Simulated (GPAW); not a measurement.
The system is CO2.

```
CELL_PARAMETERS angstrom
-1.97473 1.97473 3.01406
1.97473 -1.97473 3.01406
1.97473 1.97473 -3.01406
ATOMIC_POSITIONS crystal
O 0.87500 0.95980 0.58480
O 0.37500 0.29020 0.41520
O 0.04020 0.62500 0.91520
O 0.70980 0.12500 0.08480
C 0.00000 0.00000 0.00000
C 0.75000 0.25000 0.50000
```

The cell comes from a database or a generator and needn't be the stable form of this composition.

Program: GPAW 26.7.0. Alike in all runs: no spin polarisation; cell as given; cutoff (eV) 800; smearing fermi-dirac 0.05 eV.

Order these runs on this cell by their band gap on the k mesh, lowest first.
A. level LDA; potentials or basis the program's PAW data sets (release 1.2.1) made for this functional, pw; k mesh 6 × 6 × 6; band path GXYSGZS1NPY1Z,XP; band points 100
B. level PBE; potentials or basis GPAW PAW data sets (gpaw-data 1.2.1), pw; k mesh 9 × 9 × 9
C. level r2SCAN; potentials or basis GPAW PAW data sets (gpaw-data 1.2.1), pw; k mesh 6 × 6 × 6; band path GXYSGZS1NPY1Z,XP; band points 100

A (7.45 eV), B (7.71 eV), C (8.49 eV).

Caveats: an odd mesh through Γ misses points on the zone boundary, where band edges often lie (some runs).

A k mesh can miss the band edges, odd and even meshes differently.
